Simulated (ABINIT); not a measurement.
Runs of ABINIT 10.8.3 (patched build) on HfO2. Symmetry: Fm-3m, No. 225, cubic system. The conventional cell has a = 5.115 Å, b = 5.115 Å, c = 5.115 Å, α = 90.00°, β = 90.00°, γ = 90.00°. Hf (site symmetry m-3m) is surrounded by 8 O at 2.21 Å. O (site symmetry -43m) is surrounded by 4 Hf at 2.21 Å. Measurements of this composition are mostly on another form, of space group No. 14.

```tsv
task	level	potentials or basis	k mesh	cutoff (eV)	fine-grid cutoff	mesh quality	gap on the mesh (eV)	pressure (GPa)
band structure	LDA	JTH PAW LDA v2.0	9 × 9 × 9	626	1224.51 eV	not flagged	3.63	-20.0
single point	LDA	JTH PAW LDA v2.0	12 × 12 × 12	626	1224.51 eV	not flagged	(b)	-20.0
band structure	WC	JTH PAW PBE v2.0	9 × 9 × 9	626	1224.51 eV	not flagged	3.72	-12.8
band structure	LDA	PseudoDojo NC SR LDA v0.4.1 standard	9 × 9 × 9	1143	-	not flagged	3.67	-22.0
single point	PBE	JTH PAW PBE v2.0	7 × 7 × 7	626	1224.51 eV	not flagged	3.92	-5.8
single point	r2SCAN	JTH PAW PBE v2.0	5 × 5 × 5	762	1360.57 eV	coarse	(c)	(a)
```

Alike in all rows: no spin polarisation; cell as given; smearing fermi-dirac 0.05 eV.

Task: Estimate the missing entries.

Result: (a) -12.2; (b) 3.52; (c) 4.54.

Caveats: some runs use coarse meshes; spin-orbit coupling is left out, which moves the levels of the heavy elements; so large a pressure means that the cell lies far from this level's equilibrium, or that cutoff or potentials fall short (some runs); the mesh misses the band edges, which the band path finds closer together (some runs); the PAW data sets were made with another functional, which shifts forces and pressure a little (some runs); an odd mesh through Γ misses points on the zone boundary, where band edges often lie (some runs).

A k mesh can miss the band edges, and the runs leave out spin-orbit coupling on Hf.
